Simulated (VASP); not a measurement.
## Sb under changes of volume

One of the cells (26.504 Å³/atom); the others are scaled copies at fixed shape and fractional positions:

```xyz
1
Lattice="-1.5687 1.5687 2.6925 1.5687 -1.5687 2.6925 1.5687 1.5687 -2.6925" Properties=species:S:1:pos:R:3 pbc="T T T"
Sb    0.0000    3.1374    0.0000
```

This isn't the form of Sb at room conditions, which is rhombohedral.

| Property | Result |
| --- | --- |
| Program | VASP 6.6.1 |
| Functional | PBEsol |
| Potentials or basis | VASP PAW PBE potentials, release 64 (Sb) |
| Cutoff | 520 eV |
| k mesh | 10 × 10 × 10 |
| Occupations | fermi-dirac, width 0.05 eV |
| Spin | no spin polarisation |

```csv
volume (Å³/atom),energy over the lowest point (meV/atom),pressure (GPa)
25.443,?,?
25.974,2.12,1.4
26.504,0.00,0.0
27.034,2.36,-1.3
27.564,8.60,-2.4
```

Task: What does the run at 25.443 Å³/atom give?

Result: Energy over the lowest point 9.33 meV/atom; pressure 3.0 GPa.

Worked out: A Birch-Murnaghan fit of order 2 (a polynomial in V^(-2/3)) to the other rows has its minimum at 26.48 Å³/atom with B0 = V·E''(V) = 67 GPa at fixed shape and positions, which overstates the stiffness. It gives 9.07 meV/atom at 25.443 Å³/atom, against the run's 9.33, and -dE/dV = 2.9 GPa, against 3.0.

Energies are extrapolated to zero smearing.

Caveats: the PAW data sets were made with another functional, which shifts forces and pressure a little.
